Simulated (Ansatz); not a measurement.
A series in volume scale on Pb

All results are calculated (Ansatz 0.2.0). Plane-wave DFT, scalar-relativistic PAW made under PBE with cores redone for the functional, no dispersion; the given relaxed cell is scaled uniformly, energy at zero smearing counts from the unscaled cell, pressure at the given Fermi-Dirac smearing is positive in compression.

The cell before it is scaled or strained (space group Im-3m, No. 229):
```
CELL_PARAMETERS angstrom
-2.02480 2.02480 2.02480
2.02480 -2.02480 2.02480
2.02480 2.02480 -2.02480
ATOMIC_POSITIONS crystal
Pb 0.00000 0.00000 0.00000
```

Settings of every row: spin polarised no; functional RPBE; wave cutoff 420 eV; smearing width 0.1 eV; k mesh 12x12x12.

Atom starting moment: 0 on all atoms.

Limits: no spin-orbit coupling, which can matter with elements this heavy; the cell comes from a prototype or a list of computed structures and needn't be the stable phase.

| row | volume scale | V (Å³/atom) | pressure (GPa) | energy change per atom (meV) |
| --- | --- | --- | --- | --- |
| 1 | 0.88 | 29.221 | 6.03 | 68.78 |
| 2 | 0.92 | 30.549 | 3.62 | 29.4 |
| 3 | 0.96 | 31.877 | ? | ? |
| 4 | 1.04 | 34.533 | -1.05 | 3.59 |
| 5 | 1.08 | 35.862 | -2.04 | 16.32 |
| 6 | 1.12 | 37.19 | -2.84 | 36.54 |

Question: what pressure and energy change per atom should row 3 give?

Worked fit of pressure. Take u = (V_r/V)^(2/3) − 1 with V_r = 34.533 Å³ an atom, which is twice the finite (Eulerian) strain; such expansions in the strain, on which the Birch-Murnaghan equation of state is built, carry the rest volume and the bulk modulus. The shown rows have u = 0.11779, 0.08515, 0, -0.02486, -0.04822. Least squares give pressure = −1.067 + 43.282 × u + 142.63 × u² GPa; a straight line predicts inner rows, each left out in turn, worse (root mean square 0.41 against 0.046 GPa). The rows lie off it by 0.02, -0.03, 0.02, 0.01, -0.02. The pressure vanishes at u = 0.0229, or V = 33.38 Å³ an atom, and there the bulk modulus at fixed shape and fractions is B = −V dP/dV = (2/3)(1 + u) dP/du = 34 GPa. The withheld row has u = 0.0548, so the fit gives −1.067 + 43.282 × (0.0548) + 142.63 × (0.0548)² = 1.73 GPa.

The calculation gave 1.71 GPa. The fit lies 0.02 GPa (0.23 % of the column's range) above it; its largest miss of a shown row is 0.03 GPa.

Worked fit of energy change per atom. Take u = (V_r/V)^(2/3) − 1 with V_r = 34.533 Å³ an atom, which is twice the finite (Eulerian) strain; such expansions in the strain, on which the Birch-Murnaghan equation of state is built, carry the rest volume and the bulk modulus. The shown rows have u = 0.11779, 0.08515, 0, -0.02486, -0.04822. Least squares give energy change per atom = 3.41 − 328.999 × u + 7491.33 × u² meV; a straight line predicts inner rows, each left out in turn, worse (root mean square 21 against 0.44 meV). The rows lie off it by 0.18, -0.31, 0.18, 0.10, -0.15 (root mean square 0.2 meV). The withheld row has u = 0.0548, so the fit gives 3.41 − 328.999 × (0.0548) + 7491.33 × (0.0548)² = 7.88 meV.

The calculation gave 7.69 meV. The fit lies 0.19 meV (2.5 % of the value, 0.29 % of the column's range) above it; its largest miss of a shown row is 0.31 meV.
